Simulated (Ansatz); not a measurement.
Hf interstitial in HfO2

Level of theory: DFT PBEsol, scalar-relativistic, plane waves, PAW (Ansatz 0.2.0). (420 eV cutoff, 2×2×2 k-mesh, shifted by half a step, Gaussian smearing of 0.01 eV, collinear spin in charge +1, +3 alone)

Host crystal, relaxed:

```
Hf O
1.0
     4.83012    0.00000    0.00000
     0.00000    4.83012    0.00000
     0.00000    0.00000    3.20972
Hf O
2 4
Cartesian
  0.0000 0.0000 0.0000
  2.4151 2.4151 1.6049
  0.9417 3.8884 1.6049
  1.4733 1.4733 0.0000
  3.3568 3.3568 0.0000
  3.8884 0.9417 1.6049
```

Supercell of 48 atoms, rows in host cell vectors: 1 -1 -2; 1 1 2; -1 -1 2. Atoms relax at the host's cell, keeping the symmetry that the supercell leaves at the site. The cell is small, so energies carry finite-size errors of tenths of an eV. The host's Kohn–Sham gap is 3.89 eV. Atoms are taken from and returned to the elements' standard states. Charged cells are corrected for image charges with the computed static dielectric tensor (mean 28.6) and aligned with the host's potential at far atoms (alignment terms reach 2.36 eV). No band-filling term is added, and the Fermi level counts from the host's valence band top.

Spin-orbit coupling is left out, which matters for the bands and energies of heavy elements.

Defect: Hf interstitial at (0.050, 0.600, 0.062) of the host cell.

Q: What is the formation energy of the neutral defect?

A: 3.59 eV.

Q: Does the neutral defect carry a moment, and how do its surroundings relax?

A: The neutral run had no spin polarisation, so a moment wasn't tested. The nearest neighbours before are 1 O at 1.79 Å, 1 O at 1.86 Å, 1 O at 1.89 Å, 1 Hf at 1.96 Å; after relaxation the atoms near the site are 4 O at 2.20 Å, 2 O at 2.22 Å, 2 Hf at 2.77 Å; the largest move is 0.57 Å.

Q: Charges +3, +2, +1, 0 were computed. Which is stable where in the gap?

A: Among the charges computed the stable one is +3 at the valence band top, changing to +2 at 2.87 eV, changing to 0 at 3.53 eV. Other sites of the defect weren't tried. Levels between neighbouring charges: (+3/+2) 2.87 eV, (+2/+1) 3.57 eV, (+1/0) 3.48 eV.